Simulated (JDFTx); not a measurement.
# LiCl (Fm-3m) in JDFTx: reference runs

How does LiCl come out in PBEsol? The cell is run as given.

Everything below comes from runs of JDFTx 1.7.0 (patched build). Logs are shortened: lines on timing, memory, paths and dates and some standing lists are left out, and cuts for length are marked. The log counts tension as positive stress, the text compression.

### Step 1. The crystal as given

It takes space group Fm-3m (No. 225, cubic). Conventional cell: a = 5.130 Å, b = 5.130 Å, c = 5.130 Å, α = 90.00°, β = 90.00°, γ = 90.00°. Cl (site symmetry m-3m) has 6 Li at 2.56 Å as nearest neighbours. Around Li (site symmetry m-3m) lie 6 Cl at 2.56 Å.

### Step 2. Single point, PBEsol

LiCl.in reads:

```
lattice \
    0.0000000000     4.8467128727     4.8467128727 \
    4.8467128727     0.0000000000     4.8467128727 \
    4.8467128727     4.8467128727     0.0000000000
coords-type Lattice
ion Cl     0.5000000000     0.5000000000     0.5000000000 1
ion Li     0.0000000000     0.0000000000     0.0000000000 1

ion-species pseudo/Cl.upf
ion-species pseudo/Li.upf
elec-cutoff 37 296
elec-ex-corr gga-PBEsol
kpoint-folding 9 9 9
elec-smearing Fermi 0.0018374661
elec-n-bands 10
electronic-SCF nIterations 100 energyDiffThreshold 1e-09
electronic-minimize nIterations 30 energyDiffThreshold 1e-7
converge-empty-states yes
forces-output-coords Cartesian

dump-name run.$VAR
dump End Ecomponents EigStats BandEigs Kpoints Forces Stress
```

Potentials or basis: PseudoDojo-SR-PBEsol-0.4.1-standard with smoothed tails.

The run is started by

```console
$ jdftx -c 1 -i LiCl.in -o LiCl.out
```

What it wrote:

```text
*************** JDFTx 1.7.0 (patched build) ***************

[... 9 lines left out ...]
---------- Initializing the Grid ----------
R =
[            0      4.84671      4.84671  ]
[      4.84671            0      4.84671  ]
[      4.84671      4.84671            0  ]
unit cell volume = 227.705
G =
[   -0.64819    0.64819    0.64819  ]
[    0.64819   -0.64819    0.64819  ]
[    0.64819    0.64819   -0.64819  ]
Minimum fftbox size, Smin = [  56  56  56  ]
Chosen fftbox size, S = [  56  56  56  ]

---------- Initializing tighter grid for wavefunction operations ----------
R =
[            0      4.84671      4.84671  ]
[      4.84671            0      4.84671  ]
[      4.84671      4.84671            0  ]
unit cell volume = 227.705
G =
[   -0.64819    0.64819    0.64819  ]
[    0.64819   -0.64819    0.64819  ]
[    0.64819    0.64819   -0.64819  ]
Minimum fftbox size, Smin = [  40  40  40  ]
Chosen fftbox size, S = [  40  40  40  ]

---------- Exchange Correlation functional ----------
Initalized PBEsol GGA exchange.
Initalized PBEsol GGA correlation.

---------- Setting up pseudopotentials ----------
Width of ionic core gaussian charges (only for fluid interactions / plotting) set to 0

Reading pseudopotential file 'pseudo/Cl.upf':
  'Cl' pseudopotential, 'PBESOL' functional
  Generated using ONCVPSP code by D. R. Hamann
  7 valence electrons, 2 orbitals, 6 projectors, 1001 radial grid points, with lMax = 2
    3S    l: 0   occupation:  2.0   eigenvalue: -0.757712
    3P    l: 1   occupation:  5.0   eigenvalue: -0.314633
  Core radius for overlap checks: 1.71 bohrs.

Reading pseudopotential file 'pseudo/Li.upf':
  'Li' pseudopotential, 'PBESOL' functional
  Generated using ONCVPSP code by D. R. Hamann
  3 valence electrons, 2 orbitals, 4 projectors, 1001 radial grid points, with lMax = 1
    1S    l: 0   occupation:  2.0   eigenvalue: -1.887917
    2S    l: 0   occupation:  1.0   eigenvalue: -0.103704
  Core radius for overlap checks: 1.34 bohrs.

Initialized 2 species with 2 total atoms.

Folded 1 k-points by 9x9x9 to 729 k-points.

---------- Setting up k-points, bands, fillings ----------
Reduced to 35 k-points under symmetry.
Computing the number of bands and number of electrons
Calculating initial fillings.
nElectrons:  10.000000   nBands: 10   nStates: 35

----- Setting up reduced wavefunction bases (one per k-point) -----
average nbasis = 2448.476 , ideal nbasis = 2447.758

---------- Setting up ewald sum ----------
Optimum gaussian width for ewald sums = 2.201293 bohr.
Real space sum over 1331 unit cells with max indices [  5  5  5  ]
Reciprocal space sum over 2197 terms with max indices [  6  6  6  ]

---------- Allocating electronic variables ----------
Initializing wave functions:  linear combination of atomic orbitals
Note: number of bands (10) exceeds available atomic orbitals (6)
Cl pseudo-atom occupations:   s ( 2 )  p ( 5 )
Li pseudo-atom occupations:   s ( 2 1 )
	FillingsUpdate:  mu: +0.261278863  nElectrons: 10.000000
LCAOMinimize: Iter:   0  F: -22.2817618350016033  |grad|_K:  2.178e-03  alpha:  1.000e+00
	FillingsUpdate:  mu: +0.252706445  nElectrons: 10.000000
LCAOMinimize: Iter:   1  F: -22.2872175990056007  |grad|_K:  3.115e-05  alpha:  6.339e-01  linmin: -1.914e-01  cgtest:  3.456e-01
LCAOMinimize: Encountered beta<0, resetting CG.
[... 4 lines of inner loops ...]
	FillingsUpdate:  mu: +0.252705232  nElectrons: 10.000000
LCAOMinimize: Iter:   4  F: -22.2872191568539080  |grad|_K:  1.554e-08  alpha:  9.574e-01  linmin: -9.677e-03  cgtest:  6.314e-02
LCAOMinimize: Encountered beta<0, resetting CG.
LCAOMinimize: Converged (|Delta F|<1.000000e-06 for 2 iters).

-------- Electronic minimization -----------
Will mix electronic density at each iteration.
	FillingsUpdate:  mu: +0.252705232  nElectrons: 10.000000
	FillingsUpdate:  mu: +0.242633044  nElectrons: 10.000000
SCF: Cycle:  0   F: -22.307492182681738   dF: -2.027e-02   |Residual|: 5.639e-02   |deigs|: 1.897e-01
	FillingsUpdate:  mu: +0.238246908  nElectrons: 10.000000
SCF: Cycle:  1   F: -22.311612805236713   dF: -4.121e-03   |Residual|: 1.579e-02   |deigs|: 1.363e-02
	FillingsUpdate:  mu: +0.100000000  nElectrons: 10.000000
SCF: Cycle:  2   F: -22.312002547876855   dF: -3.897e-04   |Residual|: 4.746e-03   |deigs|: 5.214e-03
	FillingsUpdate:  mu: +0.100000000  nElectrons: 10.000000
SCF: Cycle:  3   F: -22.312009204457365   dF: -6.657e-06   |Residual|: 7.482e-04   |deigs|: 1.662e-03
	FillingsUpdate:  mu: +0.100000000  nElectrons: 10.000000
SCF: Cycle:  4   F: -22.312010190498619   dF: -9.860e-07   |Residual|: 3.232e-04   |deigs|: 4.321e-04
	FillingsUpdate:  mu: +0.100000000  nElectrons: 10.000000
SCF: Cycle:  5   F: -22.312010536719914   dF: -3.462e-07   |Residual|: 3.709e-05   |deigs|: 2.716e-04
	FillingsUpdate:  mu: +0.100000000  nElectrons: 10.000000
SCF: Cycle:  6   F: -22.312010627354784   dF: -9.063e-08   |Residual|: 2.410e-05   |deigs|: 1.969e-04
	FillingsUpdate:  mu: +0.100000000  nElectrons: 10.000000
SCF: Cycle:  7   F: -22.312010667721253   dF: -4.037e-08   |Residual|: 1.077e-05   |deigs|: 2.269e-04
	FillingsUpdate:  mu: +0.100000000  nElectrons: 10.000000
SCF: Cycle:  8   F: -22.312010677518209   dF: -9.797e-09   |Residual|: 5.127e-06   |deigs|: 1.075e-04
	FillingsUpdate:  mu: +0.100000000  nElectrons: 10.000000
SCF: Cycle:  9   F: -22.312010682410673   dF: -4.892e-09   |Residual|: 1.924e-06   |deigs|: 9.352e-05
	FillingsUpdate:  mu: +0.100000000  nElectrons: 10.000000
SCF: Cycle: 10   F: -22.312010683339107   dF: -9.284e-10   |Residual|: 2.594e-07   |deigs|: 6.573e-05
	FillingsUpdate:  mu: +0.100000000  nElectrons: 10.000000
SCF: Cycle: 11   F: -22.312010683831133   dF: -4.920e-10   |Residual|: 1.015e-06   |deigs|: 9.732e-05
SCF: Converged (|Delta E|<1.000000e-09 for 2 iters).

Setting wave functions to eigenvectors of Hamiltonian
Converging empty states (this may take a while):
EmptyStates: None of the convergence criteria satisfied.
|deigs|: 2.842e-04

# Stress tensor in Cartesian coordinates [Eh/a0^3]:
[   4.3237e-05            0            0  ]
[            0   4.3237e-05            0  ]
[            0            0   4.3237e-05  ]

# Ionic positions in lattice coordinates:
ion Cl   0.500000000000000   0.500000000000000   0.500000000000000 1
ion Li   0.000000000000000   0.000000000000000   0.000000000000000 1

# Forces in Cartesian coordinates:
force Cl  -0.000000000000000   0.000000000000000  -0.000000000000000 1
force Li  -0.000000000000000   0.000000000000000  -0.000000000000000 1

# Energy components:
   Eewald =      -16.0774317382121197
       EH =        3.7717787329056258
     Eloc =      -13.7363423159026485
      Enl =       -2.2548474619210368
      Exc =       -6.1130202758417918
 Exc_core =        1.3357787598143323
       KE =       10.7620736153274805
-------------------------------------
     Etot =      -22.3120106838301595
       TS =        0.0000000000009740
-------------------------------------
        F =      -22.3120106838311330

IonicMinimize: Iter:   0  F: -22.312010683831133  |grad|_K:  5.908e-42
IonicMinimize: Converged (|grad|_K<1.000000e-04).

#--- Lowdin population analysis ---
# oxidation-state Cl -0.595
# oxidation-state Li +0.660

Dumping 'run.eigStats' ...
	eMin: -1.514343 at state 0 ( [ +0.000000 +0.000000 +0.000000 ] spin 0 )
	HOMO: +0.059395 at state 0 ( [ +0.000000 +0.000000 +0.000000 ] spin 0 )
	mu  : +0.100000
	LUMO: +0.284593 at state 0 ( [ +0.000000 +0.000000 +0.000000 ] spin 0 )
	eMax: +0.657500 at state 4 ( [ +0.000000 +0.000000 +0.444444 ] spin 0 )
	HOMO-LUMO gap: +0.225198
	Optical gap  : +0.225198 at state 0 ( [ +0.000000 +0.000000 +0.000000 ] spin 0 )
WARNING: the last solve of the electrons (or of bands or displaced states from it) ended unconverged.
Done!
[note: mu as printed may lie anywhere between the filled and the empty levels]
```

Wall time 50 s (1 thread of Arm Neoverse V1, shared host); peak memory 0.09 GiB.

What came out:

- Free energy: -607.1407 eV
- Pressure: -1.3 GPa
- Band gap on the k mesh: 6.13 eV, direct
- Loewdin charges: Cl -0.59; Li +0.66 e

Levels at points of the mesh, in eV from the valence-band top:
| k point | band 2 | band 3 | band 4 | band 5 | band 6 | band 7 | band 8 | band 9 |
| --- | --- | --- | --- | --- | --- | --- | --- | --- |
| (0.00, 0.00, 0.00) | -13.39 | 0.00 | 0.00 | 0.00 | 6.13 | 11.66 | 11.66 | 11.66 |

Caveat: the empty levels aren't tightly converged; an odd mesh through Γ misses points on the zone boundary, where band edges often lie.
